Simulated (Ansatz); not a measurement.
Simulated (Ansatz). Plane-wave DFT: an element X is put into a periodic supercell of the crystal below and the atoms relax. X is one of the candidates, and is told by the neutral defect's formation energy over the elements (uncorrected), its moments where the run had spin, and its relaxed neighbours, eight at most.

```
cell
1.0
     0.0000    2.8289    2.8289
     2.8289    0.0000    2.8289
     2.8289    2.8289    0.0000
Ga As
1 1
Direct
  0.0000 0.0000 0.0000
  0.2500 0.2500 0.2500
```

| quantity | value |
| --- | --- |
| host atoms in supercell | 32 |
| functional | PBEsol |
| wave cutoff | 420 eV |
| k mesh | 2, 2, 2 |
| k shift | 0.5, 0.5, 0.5 mesh steps |
| gaussian smearing | 0.02 eV |
| start displacement | 0 angstrom |
| electrons started on | no chosen atoms |
| candidate elements | Al, Cl, Ca, Fe, Se, In |
| found formation energy | 0.395 eV |
| found largest move from host sites | 0.131 angstrom |

```
supercell vector  supercell times a (host cell vectors)  supercell times b (host cell vectors)  supercell times c (host cell vectors)
               A                                     -1                                      3                                     -1
               B                                     -1                                     -1                                     -1
               C                                     -1                                     -1                                      3
```

| change element | change kind | change place a (host cell vectors) | change place b (host cell vectors) | change place c (host cell vectors) |
| --- | --- | --- | --- | --- |
| X | on Ga | -1 | 0 | 1 |

```csv
found neighbour element,found neighbour distance (angstrom)
As,2.581
As,2.581
As,2.581
As,2.581
```

**Question.** Which element is X?

**Answer.** In.

Caveats: the atoms kept the symmetry of the start, so a distorted state could lie lower; the supercell is small.
